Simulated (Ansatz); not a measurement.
The system is Ge.

```xyz
2
Lattice="0.0000 2.8289 2.8289 2.8289 0.0000 2.8289 2.8289 2.8289 0.0000" Properties=species:S:1:pos:R:3 pbc="T T T"
Ge    4.2434    4.2434    4.2434
Ge    2.8289    2.8289    2.8289
```

- Program: Ansatz 0.2.0
- Task: relaxation of cell and atoms
- Functional: PBE
- Potentials or basis: Ansatz PAW
- Cutoff: 420 eV (not typed: the program's choice for these potentials)
- k mesh: 8 × 8 × 8
- Occupations: fermi-dirac, width 0.05 eV
- Spin: no spin polarisation

At the start: volume 22.64 Å³/atom.

How do energy, volume and symmetry change on relaxing?

It ends after 5 steps and the volume is 23.91 Å³/atom (+5.6 %); space group Fd-3m (No. 227, to 0.05 Å).

The path:
```csv
step,energy change (eV),largest force (eV/Å),volume (Å³)
1,0.0000,0.0000,45.28
2,-0.0260,0.0000,47.25
3,-0.0271,0.0000,47.77
4,-0.0271,0.0000,47.82
5,-0.0276,0.0000,47.82
```

Final structure:
```
Ge
1.0
     0.00000    2.88080    2.88080
     2.88080    0.00000    2.88080
     2.88080    2.88080    0.00000
Ge
2
Cartesian
  4.3212 4.3212 4.3212
  2.8808 2.8808 2.8808
```

The cell as given is a measured one (22.64 Å³/atom); PBE puts the equilibrium volume +5.6 % from it, thermal expansion not counted.

Caveat: the plane-wave basis is chosen anew once the cell has moved, so the energies of steps on either side of that aren't comparable.
